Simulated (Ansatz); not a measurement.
`ClC1C=CC1` + H₂ → `C1=CCC1` + HCl at 700 K and 1 bar (hydrogenolysis of a C–Cl bond).

Calculated with Ansatz (gas phase, PBE0-D4/def2-TZVP geometries, no zero-point term in ΔE). CBS: MP2 limit from def2 TZ/QZ plus the TZ coupled-cluster correction, frozen cores. This one scheme is used for every species.

```
    species  CCSD(T)/CBS energy (Eh)  H − E (kJ/mol)  S (J/(mol·K))
`ClC1C=CC1`               -614.93973           266.8          394.3
         H₂                 -1.17544            46.8          155.3
  `C1=CCC1`               -155.75974           282.1          346.3
        HCl               -460.38127            38.4          211.8
```

H − E and S are ideal-gas, rigid-rotor, harmonic terms from PBE0-D4/def2-TZVP, for one conformer and one mirror image of each species. For small species the MP2-based limit differs from directly extrapolated CCSD(T) by up to some mEh (0.8 for H₂); such offsets cancel only in part. 1 Eh = 2625.50 kJ/mol, R = 8.31446 J/(mol·K).

Q: By hand: ΔE, ΔH, ΔS and ΔG.

A: ΔE = (-155.75974) + (-460.38127) − (-614.93973) − (-1.17544) = -0.02584 Eh = -67.8 kJ/mol. Δ(H − E) = 282.1 + 38.4 − 266.8 − 46.8 = 6.9, so ΔH = -60.9 kJ/mol. ΔS = 346.3 + 211.8 − 394.3 − 155.3 = 8.5 J/(mol·K). ΔG = -60.9 − 700 × (8.5)/1000 = -66.8 kJ/mol.

Q: By hand: the equilibrium constant, and the temperature at which ΔG would vanish if ΔH and ΔS stayed fixed.

A: log₁₀ K = −ΔG/(RT ln 10) = 5.0. ΔH and −TΔS have one sign here, so there is no such temperature.

The number of gas molecules stays the same, so ΔS is small and ΔH decides. A doubt of 5 kJ/mol in ΔE shifts log₁₀ K by 0.4 here. Other conformers and mirror images would add mixing entropy, several J/(mol·K) or more a flexible species. These are equilibria of isolated gas molecules and say nothing of rates. Largest T1 diagnostic: 0.010 (customary marks: 0.02 for closed shells, 0.045 for open ones).

ΔS is within the doubt of such terms, so its sign, and with it that verdict, could turn.
